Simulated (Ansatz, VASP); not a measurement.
MgO in VASP and in Ansatz

```xyz
2
Lattice="2.9586 0.0154 0.0011 -1.4660 2.5699 0.0012 0.0010 0.0018 2.7467" Properties=species:S:1:pos:R:3 pbc="T T T"
Mg   -0.0869    0.0502    0.0000
O     0.0963    1.6691    1.3745
```

Alike in both runs: task single point; functional PBE; k mesh 12 × 12 × 10; occupations gaussian, width 0.02 eV; no spin polarisation.

```csv
,VASP,Ansatz
version,VASP 6.6.1,Ansatz 0.2.0
potentials or method,"VASP PAW PBE potentials, release 64 (Mg, O)","scalar-relativistic, plane waves, PAW"
plane-wave cutoff (eV),520,420
valence electrons in the cell,8,16
```

Ansatz gave:

```
gap on the k mesh at the Fermi level (eV)       : 2.44
least direct gap on the mesh (eV)               : 2.96
pressure (GPa)                                  : -4.5
largest component of the traceless stress (GPa) : 5.19
rms of the force components (eV/Å)              : 0.213
```

Question: Which values does VASP return?

Answer: gap on the k mesh at the Fermi level (eV): 2.42; least direct gap on the mesh (eV): 2.94; pressure (GPa): -5.1; largest component of the traceless stress (GPa): 5.28; rms of the force components (eV/Å): 0.215.

Atom by atom the forces differ by 0.002 eV/Å (rms over components). The two sets of potentials don't hold the same shells in valence. Ansatz warned: «structure_snapped_to_symmetry».

A k mesh can miss the band edges.
